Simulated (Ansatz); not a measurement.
Here is an Ansatz 0.2.0 calculation.

The input run.py:

```python
import json

import ase.io
import numpy as np
import spglib
from ase.calculators.calculator import CalculationFailed, Calculator
from ase.stress import full_3x3_to_voigt_6_stress
from ase.units import GPa

import ansatz as az

class AnsatzCalculator(Calculator):
    implemented_properties = ["energy", "free_energy", "forces", "stress", "magmom"]

    def calculate(self, atoms, properties, system_changes):
        super().calculate(atoms, properties, system_changes)
        structure = atoms.copy()
        structure.set_constraint()
        structure.set_momenta(None)
        structure.set_masses(None)
        outcome = (
            az.Crystal.from_ase(structure)
            .calculation()
            .basis(cutoff=600.0, xc_grid=2)
            .kpoints(8, 8, 8)
            .functional("revpbe")
            .pseudopotentials(kind="paw_fr")
            .spin("noncollinear", soc=True)
            .scf(tolerance=2e-10)
            .occupations(method="gaussian", width=0.05)
            .forces()
            .stress()
            .run(threads=2)
        )
        if not outcome.report["converged"]:
            raise CalculationFailed("SCF not converged")
        report = outcome.report
        self.results = {
            "free_energy": report["lagrangian_ev"],
            "energy": report["lagrangian_ev"],
            "forces": np.array(report["forces_ev_ang"]),
            "stress": -GPa * full_3x3_to_voigt_6_stress(report["stress_gpa"]),
            "magmom": report["magnetization_mub"],
        }

np.set_printoptions(precision=5, suppress=True, linewidth=110)
atoms = ase.io.read("BN.cif")
cell, frac, numbers = spglib.find_primitive((atoms.cell[:], atoms.get_scaled_positions(), atoms.numbers), symprec=1e-5)
atoms = ase.Atoms(numbers, cell=cell, scaled_positions=frac, pbc=True)
atoms.set_initial_magnetic_moments([[0.0, 0.0, -0.17], [0.0, 0.0, 0.0]])
atoms.calc = AnsatzCalculator()
print(f"free energy {atoms.get_potential_energy():.6f} eV")
print("forces (eV/A)", atoms.get_forces(), sep="\n")
print("stress (GPa, Voigt, tension positive)", atoms.get_stress() / GPa, sep="\n")
print(f"moment {atoms.get_magnetic_moment():.4f} muB")
```

The input BN.cif:

```cif
data_BN
_cell_length_a 3.62600200
_cell_length_b 3.62600200
_cell_length_c 3.62600200
_cell_angle_alpha 90.00000000
_cell_angle_beta 90.00000000
_cell_angle_gamma 90.00000000
_space_group_name_H-M_alt 'F-43m'
_space_group_name_Hall 'F -4 2 3'
_space_group_IT_number 216
loop_
_space_group_symop_operation_xyz
'x,y,z'
'y,-x,-z'
'-x,-y,z'
'-y,x,-z'
'x,-y,-z'
'y,x,z'
'-x,y,-z'
'-y,-x,z'
'z,x,y'
'-z,y,-x'
'z,-x,-y'
'-z,-y,x'
'-z,x,-y'
'z,y,x'
'-z,-x,y'
'z,-y,-x'
'y,z,x'
'-x,-z,y'
'-y,z,-x'
'x,-z,-y'
'-y,-z,x'
'x,z,y'
'y,-z,-x'
'-x,z,-y'
'x,y+1/2,z+1/2'
'y,-x+1/2,-z+1/2'
'-x,-y+1/2,z+1/2'
'-y,x+1/2,-z+1/2'
'x,-y+1/2,-z+1/2'
'y,x+1/2,z+1/2'
'-x,y+1/2,-z+1/2'
'-y,-x+1/2,z+1/2'
'z,x+1/2,y+1/2'
'-z,y+1/2,-x+1/2'
'z,-x+1/2,-y+1/2'
'-z,-y+1/2,x+1/2'
'-z,x+1/2,-y+1/2'
'z,y+1/2,x+1/2'
'-z,-x+1/2,y+1/2'
'z,-y+1/2,-x+1/2'
'y,z+1/2,x+1/2'
'-x,-z+1/2,y+1/2'
'-y,z+1/2,-x+1/2'
'x,-z+1/2,-y+1/2'
'-y,-z+1/2,x+1/2'
'x,z+1/2,y+1/2'
'y,-z+1/2,-x+1/2'
'-x,z+1/2,-y+1/2'
'x+1/2,y,z+1/2'
'y+1/2,-x,-z+1/2'
'-x+1/2,-y,z+1/2'
'-y+1/2,x,-z+1/2'
'x+1/2,-y,-z+1/2'
'y+1/2,x,z+1/2'
'-x+1/2,y,-z+1/2'
'-y+1/2,-x,z+1/2'
'z+1/2,x,y+1/2'
'-z+1/2,y,-x+1/2'
'z+1/2,-x,-y+1/2'
'-z+1/2,-y,x+1/2'
'-z+1/2,x,-y+1/2'
'z+1/2,y,x+1/2'
'-z+1/2,-x,y+1/2'
'z+1/2,-y,-x+1/2'
'y+1/2,z,x+1/2'
'-x+1/2,-z,y+1/2'
'-y+1/2,z,-x+1/2'
'x+1/2,-z,-y+1/2'
'-y+1/2,-z,x+1/2'
'x+1/2,z,y+1/2'
'y+1/2,-z,-x+1/2'
'-x+1/2,z,-y+1/2'
'x+1/2,y+1/2,z'
'y+1/2,-x+1/2,-z'
'-x+1/2,-y+1/2,z'
'-y+1/2,x+1/2,-z'
'x+1/2,-y+1/2,-z'
'y+1/2,x+1/2,z'
'-x+1/2,y+1/2,-z'
'-y+1/2,-x+1/2,z'
'z+1/2,x+1/2,y'
'-z+1/2,y+1/2,-x'
'z+1/2,-x+1/2,-y'
'-z+1/2,-y+1/2,x'
'-z+1/2,x+1/2,-y'
'z+1/2,y+1/2,x'
'-z+1/2,-x+1/2,y'
'z+1/2,-y+1/2,-x'
'y+1/2,z+1/2,x'
'-x+1/2,-z+1/2,y'
'-y+1/2,z+1/2,-x'
'x+1/2,-z+1/2,-y'
'-y+1/2,-z+1/2,x'
'x+1/2,z+1/2,y'
'y+1/2,-z+1/2,-x'
'-x+1/2,z+1/2,-y'
loop_
_atom_site_label
_atom_site_type_symbol
_atom_site_symmetry_multiplicity
_atom_site_Wyckoff_symbol
_atom_site_fract_x
_atom_site_fract_y
_atom_site_fract_z
_atom_site_occupancy
N1 N 4 d 0.2500000000 0.2500000000 0.7500000000 1
B1 B 4 a 0.0000000000 0.0000000000 0.0000000000 1
```

Potentials or basis: as the typed override names.

Run with:

```sh
$ python run.py
```

(1) What does it give for the band gap on the k mesh?

(2) Estimate the net moment.

(3) Predict the pressure.

Results:

(1) 4.47 eV.

(2) 0.00 μB per cell.

(3) 4.1 GPa.

Caveat: the potentials were made for another functional, which shifts forces and pressure; the starting moments weren't kept.
